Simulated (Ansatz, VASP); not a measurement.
# ZnS: VASP beside Ansatz

Contents of INCAR:

```
AGGAC = 1.0
AGGAX = 1.0
ALDAC = 0.0
ALDAX = 1.0
ALGO = Normal
EDIFF = 1E-7
EDIFFG = -0.01
ENCUT = 600
GGA = B5
IBRION = 2
ISIF = 3
ISMEAR = -1
LASPH = True
LCHARG = False
LREAL = False
LWAVE = False
NELM = 80
NSW = 40
PREC = Accurate
SIGMA = 0.05
```

File KPOINTS:

```
k-points
0
Gamma
  9 9 9
```

File POSCAR:

```
ZnS
1.0
    0.0000000000      2.7020000000      2.7020000000
    2.7020000000      0.0000000000      2.7020000000
    2.7020000000      2.7020000000      0.0000000000
Zn S
1 1
Direct
    0.7500000000      0.7500000000      0.7500000000
    0.0000000000      0.0000000000      0.0000000000
```

File input.yaml:

```yaml
crystal:
  lattice:
    - [0.0, 2.702, 2.702]
    - [2.702, 0.0, 2.702]
    - [2.702, 2.702, 0.0]
  atoms:
    - { symbol: Zn, position: [0.75, 0.75, 0.75] }
    - { symbol: S, position: [0.0, 0.0, 0.0] }
hamiltonian:
  xc: blyp
  pseudopotentials: { kind: paw }
kpoints:
  mp_grid: { grid: [9, 9, 9] }
scf:
  occupations: { method: fermi_dirac, width: 0.05 }
output:
  forces: true
  stress: true
relax:
  f_tol: 0.01
  max_steps: 40
  cell: { stress_tol: 0.05 }
```

Alike in both runs: task relaxation of cell and atoms; functional BLYP; k mesh 9 × 9 × 9; occupations fermi-dirac, width 0.05 eV; no spin polarisation.

|  | VASP | Ansatz |
| --- | --- | --- |
| version | VASP 6.6.1 | Ansatz 0.2.0 |
| potentials or method | VASP PAW PBE potentials, release 64 (Zn, S) | Ansatz PAW |
| plane-wave cutoff (eV) | 600 | 420 |
| valence electrons in the cell | 18 | 18 |

VASP gave:

* relaxed volume (Å³/atom): 21.29
* relaxed cell length with the largest relative difference (Å): 3.920
* energy change over the relaxation (meV/atom): -25

**Question.** What did Ansatz give for the same quantities?

**Answer.** Relaxed volume (Å³/atom): 21.27; relaxed cell length with the largest relative difference (Å): 3.918; energy change over the relaxation (meV/atom): -24.

Caveats: the PAW data sets were made with another functional, which shifts forces and pressure a little (VASP); the plane-wave basis is chosen anew once the cell has moved, so the energies of steps on either side of that aren't comparable (Ansatz); the PAW data sets come from PBE, with cores solved anew for the run's functional, which leaves a small shift of forces and pressure (Ansatz). Zero-point motion and thermal expansion aren't in these numbers. BLYP gives volumes clearly too large for solids.
